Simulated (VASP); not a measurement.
Here is a VASP 6.6.1 calculation.

File INCAR:

```
PREC = Accurate
ENCUT = 520
EDIFF = 1E-7
ISMEAR = 0
SIGMA = 0.02
LREAL = F
LASPH = T
NELM = 80
ALGO = Normal
ISIF = 2
LWAVE = F
LCHARG = T
MAGMOM = 0 0 0 0 0 0
LORBIT = 11
LSORBIT = T
GGA_COMPAT = F
METAGGA = R2SCAN
LMIXTAU = T
LVHAR = T
```

Contents of KPOINTS:

```
Automatic mesh
0
Gamma
  8 8 8
```

The input POSCAR:

```
GaAs
1.0
    0.0000000000      2.8452190886      2.8452190886
    2.8452190886      0.0000000000      2.8452190886
    2.8452190886      2.8452190886      0.0000000000
Ga As
1 1
Direct
    0.0000000000      0.0000000000      0.0000000000
    0.2500000000      0.2500000000      0.2500000000
```

Potentials or basis: VASP PAW PBE potentials, release 64 (Ga_d, As).

The run is started by

```sh
$ cat potpaw_PBE.64/Ga_d/POTCAR potpaw_PBE.64/As/POTCAR > POTCAR
$ mpirun -np 1 vasp_ncl > vasp.out
```

Problem. What does it give for the pressure?

Solution. -0.8 GPa.

Problem. What does it give for the net moment?

Solution. 0.00 μB per cell.

Moments on the atoms (μB; x, y, z):
```
Ga  0.00 0.00 0.00
As  0.00 0.00 0.00
```

Caveat: the PAW data sets were made with another functional, which shifts forces and pressure a little.
